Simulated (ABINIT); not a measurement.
# C (Fd-3m) in ABINIT: notebook

The runs below take C through single point, with LDA, PBEsol.

All numbers are computed with ABINIT 10.8.3 (patched build); they aren't measurements. Logs are shortened: lines on timing, memory, paths and dates and some standing lists are left out, and cuts for length are marked. The log counts tension as positive stress, the text compression.

## Step 1: The structure

It takes space group Fd-3m (No. 227, cubic). Conventional cell: a = 3.567 Å, b = 3.567 Å, c = 3.567 Å, α = 90.00°, β = 90.00°, γ = 90.00°. C (site symmetry -43m) is surrounded by 4 C at 1.54 Å.

This isn't the form of C at room conditions, which is graphite.

## Step 2: Single point, LDA (cell relaxed)

Contents of run.abi:

```
# Pseudopotentials
pp_dirpath "./"
pseudos "C.upf"

# Structure
acell 4.7271586581 4.7271586581 4.7271586581
rprim
     0.0000000000     0.7071067812     0.7071067812
     0.7071067812     0.0000000000     0.7071067812
     0.7071067812     0.7071067812     0.0000000000
ntypat 1
znucl 6
natom 2
typat 1 1
xred
     0.7500000000     0.7500000000     0.7500000000
     0.5000000000     0.5000000000     0.5000000000
chkprim 0
chksymtnons 0
tolsym 1.0e-6

# Plane-wave basis
ecut 1115.666836 eV

# k points
kptopt 1
ngkpt 10 10 10
nshiftk 1
shiftk 0.0 0.0 0.0

# Exchange and correlation
ixc 7

# Bands and occupations
nband 8
occopt 3
tsmear 0.05 eV

# SCF cycle
nstep 100
tolvrs 1.0e-10

# Output
iomode 3
prtwf 0
prtden 0
prteig 0
prtebands 0
enunit 1
```

Potentials or basis: PseudoDojo NC SR LDA v0.4.1 standard.

Launch:

```console
> abinit run.abi > log 2>&1
```

run.abo:

```text
.Version 10.8.3 of ABINIT
 Symmetries : space group Fd -3 m (#227); Bravais cF (face-center cubic)
================================================================================
 Values of the parameters that define the memory need of the present run
     intxc =       0    ionmov =       0      iscf =       7    lmnmax =       4
     lnmax =       4     mgfft =      30  mpssoang =       2    mqgrid =    3001
     natom =       2  nloc_mem =       1    nspden =       1   nspinor =       1
    nsppol =       1      nsym =      48    n1xccc =    2501    ntypat =       1
    occopt =       3   xclevel =       1
       mpw =         951          nfft =       27000          nkpt =          47
================================================================================
================================================================================

--------------------------------------------------------------------------------
------------- Echo of variables that govern the present computation ------------
--------------------------------------------------------------------------------
 -outvars: echo values of preprocessed input variables --------
            acell      4.7271586581E+00  4.7271586581E+00  4.7271586581E+00 Bohr
              amu      1.20110000E+01
          chkprim           0
      chksymtnons           0
             ecut      4.10000000E+01 Hartree
           enunit           1
              ixc           7
         kptrlatt       10    0    0      0   10    0      0    0   10
          kptrlen      4.72715866E+01
            natom           2
            nband           8
            ngfft          30      30      30
             nkpt          47
            nstep         100
             nsym          48
           ntypat           1
           occopt           3
           prtden           0
        prtebands           0
           prteig           0
            prtwf           0
            rprim      0.0000000000E+00  7.0710678120E-01  7.0710678120E-01
                       7.0710678120E-01  0.0000000000E+00  7.0710678120E-01
                       7.0710678120E-01  7.0710678120E-01  0.0000000000E+00
          spgroup         227
           tolsym      1.00000000E-06
           tolvrs      1.00000000E-10
           tsmear      1.83746611E-03 Hartree
            typat      1  1
           xangst      2.6532463333E+00  2.6532463333E+00  2.6532463333E+00
                       1.7688308888E+00  1.7688308888E+00  1.7688308888E+00
            xcart      5.0139089144E+00  5.0139089144E+00  5.0139089144E+00
                       3.3426059430E+00  3.3426059430E+00  3.3426059430E+00
             xred      7.5000000000E-01  7.5000000000E-01  7.5000000000E-01
                       5.0000000000E-01  5.0000000000E-01  5.0000000000E-01
            znucl        6.00000

================================================================================

 chkinp: Checking input parameters for consistency.
[... 87 lines left out ...]
- [ -0.00000000E+00,  -0.00000000E+00,  -0.00000000E+00, ]
force_length_stats: {min:   0.00000000E+00, max:   0.00000000E+00, mean:   0.00000000E+00, }
...

 Integrated electronic density in atomic spheres:
 ------------------------------------------------
 Atom  Sphere_radius  Integrated_density
    1        2.00000          4.74286845
    2        2.00000          4.75739494
================================================================================

 ----iterations are completed or convergence reached----

 Mean square residual over all n,k,spin=   93.879E-11; max=  10.679E-08
 reduced coordinates (array xred) for    2 atoms
       0.750000000000      0.750000000000      0.750000000000
       0.500000000000      0.500000000000      0.500000000000
 rms dE/dt=  0.0000E+00; max dE/dt=  0.0000E+00; dE/dt below (all hartree)
    1       0.000000000000      0.000000000000      0.000000000000
    2       0.000000000000      0.000000000000      0.000000000000

 cartesian coordinates (angstrom) at end:
    1      2.65324633325775     2.65324633325775     2.65324633325775
    2      1.76883088883850     1.76883088883850     1.76883088883850

 cartesian forces (hartree/bohr) at end:
    1     -0.00000000000000    -0.00000000000000    -0.00000000000000
    2     -0.00000000000000    -0.00000000000000    -0.00000000000000
 frms,max,avg= 0.0000000E+00 0.0000000E+00   0.000E+00  0.000E+00  0.000E+00 h/b

 cartesian forces (eV/Angstrom) at end:
    1     -0.00000000000000    -0.00000000000000    -0.00000000000000
    2     -0.00000000000000    -0.00000000000000    -0.00000000000000
 frms,max,avg= 0.0000000E+00 0.0000000E+00   0.000E+00  0.000E+00  0.000E+00 e/A
 length scales=  4.727158658100  4.727158658100  4.727158658100 bohr
              =  2.501504632492  2.501504632492  2.501504632492 angstroms
 Fermi (or HOMO) energy (eV) =  13.26514   Average Vxc (eV)= -13.84186
 Eigenvalues (   eV  ) for nkpt=  47  k points:
 kpt#   1, nband=  8, wtk=  0.00100, kpt=  0.0000  0.0000  0.0000 (reduced coord)
 -11.27369   10.40617   10.40617   10.40617   16.03573   16.03573   16.03573   24.48674
 prteigrs : prtvol=0 or 1, do not print more k-points.

--- !EnergyTerms
iteration_state     : {dtset: 1, }
comment             : Components of total free energy in Hartree
kinetic             :  8.60615380533291E+00
hartree             :  9.44649781310985E-01
xc                  : -4.35418020329158E+00
Ewald energy        : -1.28924513055498E+01
psp_core            :  9.32022775322812E-01
local_psp           : -4.63145544759828E+00
non_local_psp       : -6.69148901396962E-01
internal            : -1.20644094958700E+01
'-kT*entropy'       : -8.01695351449842E-17
total_energy        : -1.20644094958700E+01
total_energy_eV     : -3.28289306621798E+02
band_energy         :  3.91225566134505E-01
...

 Cartesian components of stress tensor (hartree/bohr^3)
  sigma(1 1)=  7.22627992E-06  sigma(3 2)=  0.00000000E+00
  sigma(2 2)=  7.22627992E-06  sigma(3 1)=  0.00000000E+00
  sigma(3 3)=  7.22627992E-06  sigma(2 1)=  0.00000000E+00

-Cartesian components of stress tensor (GPa)         [Pressure= -2.1260E-01 GPa]
- sigma(1 1)=  2.12604496E-01  sigma(3 2)=  0.00000000E+00
- sigma(2 2)=  2.12604496E-01  sigma(3 1)=  0.00000000E+00
- sigma(3 3)=  2.12604496E-01  sigma(2 1)=  0.00000000E+00

== END DATASET(S) ==============================================================
================================================================================

 -outvars: echo values of variables after computation  --------
            acell      4.7271586581E+00  4.7271586581E+00  4.7271586581E+00 Bohr
           etotal     -1.2064409496E+01
            fcart     -0.0000000000E+00 -0.0000000000E+00 -0.0000000000E+00
                      -0.0000000000E+00 -0.0000000000E+00 -0.0000000000E+00
            rprim      0.0000000000E+00  7.0710678120E-01  7.0710678120E-01
                       7.0710678120E-01  0.0000000000E+00  7.0710678120E-01
                       7.0710678120E-01  7.0710678120E-01  0.0000000000E+00
           strten      7.2262799247E-06  7.2262799247E-06  7.2262799247E-06
                       0.0000000000E+00  0.0000000000E+00  0.0000000000E+00
           xangst      2.6532463333E+00  2.6532463333E+00  2.6532463333E+00
                       1.7688308888E+00  1.7688308888E+00  1.7688308888E+00
             xred      7.5000000000E-01  7.5000000000E-01  7.5000000000E-01
                       5.0000000000E-01  5.0000000000E-01  5.0000000000E-01
 Calculation completed.
```

It took 7.1 s on 1 thread of Arm Neoverse V1, shared host; peak memory 0.07 GiB.

What came out:

| Property | Result |
| --- | --- |
| Free energy | -328.2893 eV |
| Pressure | -0.2 GPa |
| Band gap on the k mesh | 4.24 eV, indirect (least direct gap 5.63 eV) |
| All electrons inside the program's atomic spheres | C 4.74, 4.76 (radii [1.0584] Å) |

A k mesh can miss the band edges.

## Step 3: Single point, LDA

Contents of run.abi:

```
# Pseudopotentials
pp_dirpath "./"
pseudos "C.upf"

# Structure
acell 4.7660140852 4.7660140852 4.7660140852
rprim
     0.0000000000     0.7071067812     0.7071067812
     0.7071067812     0.0000000000     0.7071067812
     0.7071067812     0.7071067812     0.0000000000
ntypat 1
znucl 6
natom 2
typat 1 1
xcart
     5.0551213183     5.0551213183     5.0551213183
     3.3700808789     3.3700808789     3.3700808789

# Plane-wave basis
ecut 1006.821291 eV

# k points
kptopt 1
ngkpt 10 10 10
nshiftk 1
shiftk 0.0 0.0 0.0

# Exchange and correlation
ixc 7

# Bands and occupations
nband 8
occopt 3
tsmear 0.00183747

# SCF cycle
nstep 100
tolvrs 1.0e-10

# Output
iomode 3
prtwf 0
prtden 0
prteig 0
prtebands 0
enunit 2
```

Potentials or basis: PseudoDojo NC SR LDA v0.4.1 standard.

Launch:

```console
> abinit run.abi > log 2>&1
```

run.abo:

```text
.Version 10.8.3 of ABINIT
 Symmetries : space group Fd -3 m (#227); Bravais cF (face-center cubic)
================================================================================
 Values of the parameters that define the memory need of the present run
     intxc =       0    ionmov =       0      iscf =       7    lmnmax =       4
     lnmax =       4     mgfft =      30  mpssoang =       2    mqgrid =    3001
     natom =       2  nloc_mem =       1    nspden =       1   nspinor =       1
    nsppol =       1      nsym =      48    n1xccc =    2501    ntypat =       1
    occopt =       3   xclevel =       1
       mpw =         845          nfft =       27000          nkpt =          47
================================================================================
================================================================================

--------------------------------------------------------------------------------
------------- Echo of variables that govern the present computation ------------
--------------------------------------------------------------------------------
 -outvars: echo values of preprocessed input variables --------
            acell      4.7660140852E+00  4.7660140852E+00  4.7660140852E+00 Bohr
              amu      1.20110000E+01
             ecut      3.70000000E+01 Hartree
           enunit           2
              ixc           7
         kptrlatt       10    0    0      0   10    0      0    0   10
          kptrlen      4.76601409E+01
            natom           2
            nband           8
            ngfft          30      30      30
[... 167 lines left out ...]
kinetic             :  8.52275372957127E+00
hartree             :  9.56771087226967E-01
xc                  : -4.33221443470142E+00
Ewald energy        : -1.27873442511249E+01
psp_core            :  9.09412872096861E-01
local_psp           : -4.68051989456974E+00
non_local_psp       : -6.52685257668886E-01
internal            : -1.20638261491698E+01
'-kT*entropy'       :  3.97737478983638E-16
total_energy        : -1.20638261491698E+01
total_energy_eV     : -3.28273432949426E+02
band_energy         :  3.27132327610479E-01
...

 Cartesian components of stress tensor (hartree/bohr^3)
  sigma(1 1)=  4.06864116E-04  sigma(3 2)=  0.00000000E+00
  sigma(2 2)=  4.06864116E-04  sigma(3 1)=  0.00000000E+00
  sigma(3 3)=  4.06864116E-04  sigma(2 1)=  0.00000000E+00

-Cartesian components of stress tensor (GPa)         [Pressure= -1.1970E+01 GPa]
- sigma(1 1)=  1.19703556E+01  sigma(3 2)=  0.00000000E+00
- sigma(2 2)=  1.19703556E+01  sigma(3 1)=  0.00000000E+00
- sigma(3 3)=  1.19703556E+01  sigma(2 1)=  0.00000000E+00

== END DATASET(S) ==============================================================
================================================================================

 -outvars: echo values of variables after computation  --------
            acell      4.7660140852E+00  4.7660140852E+00  4.7660140852E+00 Bohr
           etotal     -1.2063826149E+01
            fcart     -8.7580185251E-28 -4.1949656419E-28  1.6047784446E-27
                       8.7580185251E-28  4.1949656419E-28 -1.6047784446E-27
            rprim      0.0000000000E+00  7.0710678120E-01  7.0710678120E-01
                       7.0710678120E-01  0.0000000000E+00  7.0710678120E-01
                       7.0710678120E-01  7.0710678120E-01  0.0000000000E+00
           strten      4.0686411591E-04  4.0686411591E-04  4.0686411591E-04
                       0.0000000000E+00  0.0000000000E+00  0.0000000000E+00
           xangst      2.6750549982E+00  2.6750549982E+00  2.6750549982E+00
                       1.7833699988E+00  1.7833699988E+00  1.7833699988E+00
             xred      7.4999999999E-01  7.4999999999E-01  7.4999999999E-01
                       4.9999999999E-01  4.9999999999E-01  4.9999999999E-01
 Calculation completed.
```

Wall time 6.9 s (1 thread of Arm Neoverse V1, shared host); peak memory 0.07 GiB.

What came out:

* Free energy: -328.2734 eV
* Pressure: -12.0 GPa
* Band gap on the k mesh: 4.18 eV, indirect (least direct gap 5.56 eV)
* All electrons inside the program's atomic spheres: C 4.65, 4.69 (radii [1.0584] Å)

## Step 4: Single point, PBEsol

Contents of run.abi:

```
# Pseudopotentials
pp_dirpath "./"
pseudos "C.upf"

# Structure
acell 3*1.0
rprim
     0.0000000000     3.3700808789     3.3700808789
     3.3700808789     0.0000000000     3.3700808789
     3.3700808789     3.3700808789     0.0000000000
ntypat 1
znucl 6
natom 2
typat 1 1
xred
     0.7500000000     0.7500000000     0.7500000000
     0.5000000000     0.5000000000     0.5000000000

# Plane-wave basis
ecut 37.0

# k points
kptopt 1
ngkpt 10 10 10
nshiftk 1
shiftk 0.0 0.0 0.0

# Exchange and correlation
ixc -116133

# Bands and occupations
nband 8
occopt 3
tsmear 0.00183747

# SCF cycle
nstep 100
tolvrs 1.0e-10

# Output
iomode 3
prtwf 0
prteig 0
prtebands 0
enunit 2
prtden 1
prtvha 1
prtvclmb 1
prtpot 1
prtelf 1
```

Potentials or basis: PseudoDojo NC SR PBEsol v0.4.1 standard.

Launch:

```console
> abinit run.abi > log 2>&1
```

Run time: 15 s. Hardware: 1 thread of AMD EPYC, shared host; peak memory 0.06 GiB.

Results (log left out):

```yaml
Free_energy: -326.7547 eV
Pressure: -4.0 GPa
Band_gap_on_the_k_mesh: 4.08 eV, indirect (least direct gap 5.56 eV)
All_electrons_inside_the_program's_atomic_spheres: C 4.66, 4.70 (radii [1.0584] Å)
```

Levels at points of the mesh, in eV from the valence-band top:
```tsv
k point	band 1	band 2	band 3	band 4	band 5	band 6	band 7	band 8
(0.00, 0.00, 0.00)	-21.55	0.00	0.00	0.00	5.56	5.56	5.56	13.35
(0.50, 0.00, 0.00)	-15.72	-13.49	-2.82	-2.82	8.43	8.43	8.87	15.50
(0.50, 0.50, 0.00)	-12.80	-12.80	-6.36	-6.36	4.65	4.65	16.80	16.80
```

## Step 5: Overview

| level | potentials or basis | cell | cutoff (eV) | gap on the mesh (eV) | pressure (GPa) |
| --- | --- | --- | --- | --- | --- |
| LDA | PseudoDojo NC SR LDA v0.4.1 standard | cell relaxed | 1116 | 4.24 | -0.2 |
| LDA | PseudoDojo NC SR LDA v0.4.1 standard | as given | 1007 | 4.18 | -12.0 |
| PBEsol | PseudoDojo NC SR PBEsol v0.4.1 standard | as given | 1007 | 4.08 | -4.0 |

Alike in all rows: task single point; no spin polarisation; k mesh 10 × 10 × 10; smearing fermi-dirac 0.05 eV.

Total energies depend on the potentials used, so only differences within one code and one set of settings carry meaning.
